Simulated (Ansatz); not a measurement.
# Sb (R-3m) in Ansatz: a series of runs, part 2 of 2

Ansatz 0.2.0. The steps go on from the part before.

## 5. Relaxation of cell and atoms, PBE

File input.yaml:

```yaml
crystal:
  lattice:
    - [2.1542, 1.2437279499, 3.758]
    - [-2.1542, 1.2437279499, 3.758]
    - [0.0, -2.4874558998, 3.758]
  atoms:
    - { symbol: Sb, position: [0.76651, 0.76651, 0.76651] }
    - { symbol: Sb, position: [0.23349, 0.23349, 0.23349] }
hamiltonian:
  xc: pbe
  pseudopotentials: { kind: paw }
kpoints:
  mp_grid: { grid: [8, 8, 8] }
scf:
  occupations: { method: fermi_dirac, width: 0.05 }
output:
  forces: true
  stress: true
  write_density: true
  write_potential: true
  elf: true
  volumetric_format: npy
relax:
  f_tol: 0.01
  max_steps: 40
  cell: { stress_tol: 0.05 }
```

Potentials or basis: Ansatz PAW.

The run is started by

```
$ ansatz run input.yaml --threads 2 --pin off --max-ram 5632MiB --backend cpu --events-out ev --progress --plain --runs-dir out
```

The log of the run:

```text
Warning: RAYON_NUM_THREADS=2 ignored (pool sized by the plan → 2); use --threads N
Engine: ansatz 0.2.0, x86_64-unknown-linux-gnu
Pseudopotentials: kind: paw
Pseudopotential: Sb, paw, valence charge 15, recommended cutoff 420 eV (normal), Sb.paw.azcp
Functional definition: PBE
  parameter kappa = 0.804
  parameter beta = 0.06672455060314922
  exchange = pbe_x(kappa = kappa, mu = beta*pi^2/3)
  correlation = pbe_c(beta = beta)
Crystal: 2 atoms, lattice volume = 60.411 Å³
[... 102 lines left out ...]
  atom   2  Sb     0.00000000     0.00000000    -0.00098069
  max |Σ_I F_I| component: 1.39e-17 eV/Å
--- Stress (GPa, compression-positive) ---
       -0.002441       0.000000      -0.000000
        0.000000      -0.002441      -0.000000
       -0.000000      -0.000000       0.031137
  P = ⅓ Tr σ = 0.0088 GPa (0.088 kbar)
--- Band table (eV; the first three rows and the last of 65) ---
  k-point 0: bands = ["-20.1032", "-20.1032", "-20.0294", "-20.0294", "-20.0038", "-19.9326", "-19.9326", "-19.9255", "-19.8611", "-19.8611", "-3.0623", "4.1775", "7.3306", "7.5669", "7.5669", "11.2159", "11.8434", "11.8434", "14.5047"]
  k-point 1: bands = ["-20.0984", "-20.0957", "-20.0269", "-20.0250", "-20.0008", "-19.9360", "-19.9347", "-19.9289", "-19.8685", "-19.8662", "-2.8990", "3.5774", "7.3632", "7.5223", "7.7494", "11.1320", "11.4298", "11.5015", "13.9554"]
  k-point 2: bands = ["-20.0860", "-20.0745", "-20.0208", "-20.0127", "-19.9919", "-19.9458", "-19.9443", "-19.9354", "-19.8883", "-19.8798", "-2.4150", "2.2896", "7.3525", "7.4377", "8.1439", "10.4433", "10.6579", "10.7642", "14.2431"]
  k-point 64: bands = ["-20.0664", "-20.0664", "-20.0160", "-20.0160", "-19.9892", "-19.9419", "-19.9419", "-19.9386", "-19.9014", "-19.9014", "-1.6985", "0.5727", "8.0020", "8.0020", "8.7111", "9.5207", "9.5207", "10.3327", "16.1008"]
--- Relaxed structure (5 steps of the walk, 5 accepted, 1 SCFs on fresh bases) ---
  F+E_penalty+E_count = -12968.98601344 eV   max|allowed force component| = 9.807e-4 eV/Å   (the final SCF, on the basis selected at the relaxed cell)
  cell:  # Å, volume = 63.8517 Å³
    - [2.1893655757125683, 1.264030804492151, 3.8454313107215987]
    - [-2.1893655757125683, 1.264030804492151, 3.8454313107215987]
    - [-9.474053230619767e-34, -2.528061608984302, 3.8454313107215987]
  atoms:
    - { symbol: Sb, position: [0.7676637619269221, 0.7676637619269221, 0.7676637619269221] }
    - { symbol: Sb, position: [0.23233623807307788, 0.23233623807307788, 0.23233623807307788] }
```

v_z.tsv:

```text
# z_ang	v_es[eV]	v_tot[eV]
# format = ansatz-planar-average/11
# xc	pbe
# density_cutoff_ev	1680
# datasets	Sb=:simpson_from_first_knot:soft
# lattice	2.189365576	1.264030804	3.845431311
# lattice	-2.189365576	1.264030804	3.845431311
# lattice	-0.000000000	-2.528061609	3.845431311
# sites	2
# site	51	0.000000000	0.000000000	8.855994799
# site	51	0.000000000	-0.000000000	2.680299134
0.000000	5.743194e0	-3.603298e0
0.143813	5.717740e0	-3.657625e0
0.287625	5.631526e0	-3.828427e0
0.431438	5.482581e0	-4.100633e0
0.575250	5.312771e0	-4.397387e0
0.719063	5.176577e0	-4.631428e0
[... 24 lines left out ...]
4.314378	5.631526e0	-3.828427e0
4.458191	5.717740e0	-3.657625e0
```

Run time: 17 s. Hardware: 2 threads of Intel Xeon at 2.70GHz, shared host; peak memory 0.42 GiB.

Results:

| Property | Result |
| --- | --- |
| Free energy | -12968.9860 eV |
| Relaxed volume | 31.93 Å³/atom |
| Relaxed cell | a = 4.602 Å, b = 4.602 Å, c = 4.602 Å, α = 56.82°, β = 56.82°, γ = 56.82° |
| Space group after relaxing (to 0.05 Å) | R-3m (No. 166) |
| Energy gained by relaxing | 12.6 meV/atom |
| Ionic steps | 6 |
| Pressure after relaxing | 0.0 GPa |
| Band gap on the k mesh | none (metal or under the smearing width) |

The path:
| step | energy change (eV) | largest force (eV/Å) | volume (Å³) |
| --- | --- | --- | --- |
| 1 | 0.0000 | 0.1593 | 60.41 |
| 2 | -0.0101 | 0.2585 | 65.29 |
| 3 | -0.0236 | 0.0468 | 63.60 |
| 4 | -0.0242 | 0.0195 | 63.53 |
| 5 | -0.0245 | 0.0009 | 63.85 |
| 6 | -0.0251 | 0.0010 | 63.85 |

Final structure:
```cif
data_structure
_symmetry_space_group_name_H-M 'P 1'
_symmetry_Int_Tables_number 1
_cell_length_a 4.6020
_cell_length_b 4.6020
_cell_length_c 4.6020
_cell_angle_alpha 56.815
_cell_angle_beta 56.815
_cell_angle_gamma 56.815
_cell_volume 63.85
loop_
_atom_site_label
_atom_site_type_symbol
_atom_site_fract_x
_atom_site_fract_y
_atom_site_fract_z
_atom_site_occupancy
Sb1 Sb 0.76766 0.76766 0.76766 1
Sb2 Sb 0.23234 0.23234 0.23234 1
```

Caveat: the plane-wave basis is chosen anew once the cell has moved, so the energies of steps on either side of that aren't comparable.

## 6. Relaxation of cell and atoms, HSE06

Edit input.yaml of step 5 so:

```diff
@@ -9,6 +9,6 @@
 hamiltonian:
-  xc: pbe
+  xc: hse06
   pseudopotentials: { kind: paw }
 kpoints:
-  mp_grid: { grid: [8, 8, 8] }
+  mp_grid: { grid: [4, 4, 4] }
 scf:
@@ -18,6 +18,2 @@
   stress: true
-  write_density: true
-  write_potential: true
-  elf: true
-  volumetric_format: npy
 relax:
```

Potentials or basis: Ansatz PAW.

The run is started by

```
$ ansatz run input.yaml --threads 2 --pin off --max-ram 5632MiB --backend cpu --events-out ev --progress --plain --runs-dir out
```

The log of the run:

```text
Warning: RAYON_NUM_THREADS=2 ignored (pool sized by the plan → 2); use --threads N
[... 3 set-up lines as earlier in the session ...]
Functional definition: HSE06
  parameter a = 0.25
  parameter omega = 0.11/bohr
  exchange = pbe_x - a*pbe_x_sr(omega) + a*exact_x_sr(omega)
  correlation = pbe_c
Crystal: 2 atoms, lattice volume = 60.411 Å³
Basis set: ecut = 420 eV, 1195 PW (Γ), exchange–correlation on 64×64×64 points (8 copies of the dense FFT grid, shifted against one another)
[... 282 lines left out ...]
        0.028060      -0.000000      -0.000000
       -0.000000       0.028060       0.000000
       -0.000000       0.000000       0.039939
  P = ⅓ Tr σ = 0.0320 GPa (0.320 kbar)
--- Band table (eV; the first three rows and the last of 13) ---
  k-point 0: bands = ["-22.5052", "-22.5052", "-22.4147", "-22.4147", "-22.3676", "-22.2901", "-22.2901", "-22.2774", "-22.2149", "-22.2149", "-4.5320", "4.1897", "7.2883", "7.3431", "7.3431", "11.5369", "12.4742"]
  k-point 1: bands = ["-22.4888", "-22.4730", "-22.4034", "-22.3927", "-22.3559", "-22.3067", "-22.3052", "-22.2921", "-22.2401", "-22.2344", "-3.7919", "1.7567", "7.1381", "7.1968", "8.2483", "10.8730", "11.3106"]
  k-point 2: bands = ["-22.4690", "-22.4182", "-22.3867", "-22.3623", "-22.3533", "-22.3390", "-22.3305", "-22.3006", "-22.2712", "-22.2591", "-2.0315", "-1.0804", "6.9900", "7.2468", "9.1105", "9.4318", "10.1265"]
  k-point 12: bands = ["-22.4700", "-22.4700", "-22.4008", "-22.4008", "-22.3527", "-22.2982", "-22.2982", "-22.2906", "-22.2554", "-22.2554", "-3.0504", "-0.1312", "7.7431", "7.7431", "8.9185", "9.9433", "9.9433"]
  guard bands above this table: 2 of the run's 19 bands. The solve was not asked for them (output.publish_guard_bands: true or output.eigenvalues: true publishes all)
--- Relaxed structure (5 steps of the walk, 5 accepted, 1 SCFs on fresh bases) ---
  F+E_penalty+E_count = -12977.52299989 eV   max|allowed force component| = 1.877e-5 eV/Å   (the final SCF, on the basis selected at the relaxed cell)
  cell:  # Å, volume = 62.4994 Å³
    - [2.175922541119501, 1.2562694648511181, 3.810646287840002]
    - [-2.175922541119501, 1.2562694648511181, 3.810646287840002]
    - [-3.0742524765561145e-35, -2.5125389297022362, 3.810646287840002]
  atoms:
    - { symbol: Sb, position: [0.770383793017512, 0.770383793017512, 0.770383793017512] }
    - { symbol: Sb, position: [0.22961620698248808, 0.22961620698248808, 0.22961620698248808] }
```

Run time: 1.9 min. Hardware: 2 threads of Intel Xeon at 2.70GHz, shared host; peak memory 0.81 GiB.

What came out:

- Free energy: -12977.5230 eV
- Relaxed volume: 31.25 Å³/atom
- Relaxed cell: a = 4.564 Å, b = 4.564 Å, c = 4.564 Å, α = 56.94°, β = 56.94°, γ = 56.94°
- Space group after relaxing (to 0.05 Å): R-3m (No. 166)
- Energy gained by relaxing: 9.7 meV/atom
- Ionic steps: 6
- Pressure after relaxing: 0.0 GPa
- Band gap on the k mesh: 0.32 eV, direct

The path:
```csv
step,energy change (eV),largest force (eV/Å),volume (Å³)
1,0.0000,0.3247,60.41
2,-0.0060,0.3180,62.72
3,-0.0184,0.0228,62.28
4,-0.0186,0.0288,62.20
5,-0.0189,0.0001,62.50
6,-0.0193,0.0000,62.50
```

Final structure:
```
Sb
1.0
     2.17592    1.25627    3.81065
    -2.17592    1.25627    3.81065
     0.00000   -2.51254    3.81065
Sb
2
Direct
  0.77038 0.77038 0.77038
  0.22962 0.22962 0.22962
```

Caveat: the k mesh is coarse (spacing up to 0.44 Å⁻¹), so the values aren't converged, least of all with exact exchange; the plane-wave basis is chosen anew once the cell has moved, so the energies of steps on either side of that aren't comparable; spin-orbit coupling is left out, which moves the levels of the heavy elements; the PAW data sets come from PBE, with cores solved anew for the run's functional, which leaves a small shift of forces and pressure.

## 7. Summary

| task | level | cell | k mesh | smearing | mesh quality | gap on the mesh (eV) | pressure (GPa) | relaxed volume (Å³/atom) |
| --- | --- | --- | --- | --- | --- | --- | --- | --- |
| relaxation of cell and atoms | PBEsol+D4 | relaxed | 8 × 8 × 8 | fermi-dirac 0.05 eV | not flagged | none | 0.0 | 28.89 |
| relaxation of cell and atoms | RPBE+D3(BJ) | relaxed | 8 × 8 × 8 | fermi-dirac 0.05 eV | not flagged | none | 0.0 | 23.12 |
| single point | PBE | as given | 8 × 8 × 8 | gaussian 0.011 eV | not flagged | none | 2.7 | - |
| relaxation of cell and atoms | PBE | relaxed | 8 × 8 × 8 | fermi-dirac 0.05 eV | not flagged | none | 0.0 | 31.93 |
| relaxation of cell and atoms | HSE06 | relaxed | 4 × 4 × 4 | fermi-dirac 0.05 eV | coarse | 0.32 | 0.0 | 31.25 |

Alike in all rows: potentials or basis Ansatz PAW; no spin polarisation; cutoff (eV) 420.

Caveats: some runs use coarse meshes; the plane-wave basis is chosen anew once the cell has moved, so the energies of steps on either side of that aren't comparable (some runs); the PAW data sets come from PBE, with cores solved anew for the run's functional, which leaves a small shift of forces and pressure (some runs); pairwise dispersion overbinds metals, which lowers pressure and volume (some runs); the volume moved by over 15 % at a fixed basis, so the end points are rough (some runs); the volume moved by -23 % from the deposited cell, more than functionals usually miss (some runs); spin-orbit coupling is left out, which moves the levels of the heavy elements (some runs).

Total energies depend on the potentials used, so only differences within one code and one set of settings carry meaning.
